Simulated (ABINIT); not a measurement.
BaTiO3, 5 atoms in the cell. The typed cell holds 5 atoms: a = 4.004 Å, b = 4.004 Å, c = 4.004 Å, α = 89.84°, β = 89.84°, γ = 89.84°.  The cell isn't the ideal one: atoms moved at random, drawn with an rms of 0.05 Å.

* Program: ABINIT 10.8.3 (patched build)
* Task: single point
* Functional: PBE
* Potentials or basis: JTH PAW PBE v2.0
* Cutoff: 626 eV
* k mesh: 7 × 7 × 7
* Occupations: fermi-dirac, width 0.05 eV
* Spin: no spin polarisation
* Fine-grid cutoff: 1224.51 eV

Potentials or basis: JTH PAW PBE v2.0.

The run is started by

```bash
$ abinit run.abi > log 2>&1
```

Hardware: 1 thread of Intel(R) Xeon(R) Processor @ 2.50GHz (Skylake/Cascade Lake), with other jobs on the host.

Problem. How long does it take, and how much memory?

Solution. Wall time 17 min on 1 thread of Intel(R) Xeon(R) Processor @ 2.50GHz (Skylake/Cascade Lake), with other jobs on the host, peak memory 0.37 GiB. Counts: scf iterations 15, mpi ranks 1, k points 172, bands 24, plane waves 2304.
